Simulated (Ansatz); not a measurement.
LiF (P3_121)

The calculation used DFT PBE, scalar-relativistic, plane waves, PAW (Ansatz).

Settings: cutoff 420 eV, Γ-centred mesh 6×6×8 on the computed 6-atom cell, Gaussian smearing of 0.02 eV; no spin polarisation.

The structure is relaxed at this level of theory with its symmetry kept, and needn't be the ground state of this composition.

```cif
data_structure
_symmetry_space_group_name_H-M 'P3_121'
_symmetry_Int_Tables_number 152
_cell_length_a 4.8954
_cell_length_b 4.8954
_cell_length_c 2.9267
_cell_angle_alpha 90.000
_cell_angle_beta 90.000
_cell_angle_gamma 120.000
_cell_volume 60.74
loop_
_atom_site_label
_atom_site_type_symbol
_atom_site_symmetry_multiplicity
_atom_site_Wyckoff_symbol
_atom_site_fract_x
_atom_site_fract_y
_atom_site_fract_z
_atom_site_occupancy
Li1 Li 3 a 0.62181 0.62181 0.00000 1
F1 F 3 b 0.00000 0.63369 0.16667 1
```

**Question.** Formation energy from the elements' standard states (uncorrected)?

**Answer.** -2.905 eV/atom.

**Question.** Kohn–Sham band gap?

**Answer.** 7.57 eV, direct at Γ.

**Question.** Orbital (Löwdin) character of the top 1 eV of the valence band?

**Answer.** F 2p 98 %.

**Question.** Orbital (Löwdin) character of the lowest 1 eV of the conduction band?

**Answer.** Li 2s 69 %, F 2s 18 %.

**Question.** Electron masses at the edge by direction of the standard setting (m_e; one valley, along these axes only; no spin-orbit coupling)?

**Answer.** x: 0.82; y: 0.82; z: 0.87.

**Question.** Hole masses at the edge by direction of the standard setting (m_e; one valley, along these axes only; no spin-orbit coupling)?

**Answer.** x: 27; y: 26; z: 1.0.

**Question.** Bulk modulus?

**Answer.** 52 GPa.

**Question.** Its pressure derivative?

**Answer.** 4.2.

**Question.** Electronic dielectric constant xx, yy, zz (independent particles)?

**Answer.** 1.9, 1.9, 1.9.

**Question.** Bader charge by site (e)?

**Answer.** Li (3 in the cell) 0.90, F (3 in the cell) -0.90.

Another cell of LiF relaxed alike, in Fm-3m, lies 41 meV/atom lower, so this cell isn't the stable form at this level.

The cell was found from a structure generator's guess, not taken from experiment. Kohn–Sham gaps at this level usually fall short of measured ones. Löwdin shares on free-atom orbitals overweight diffuse shells in the empty bands.
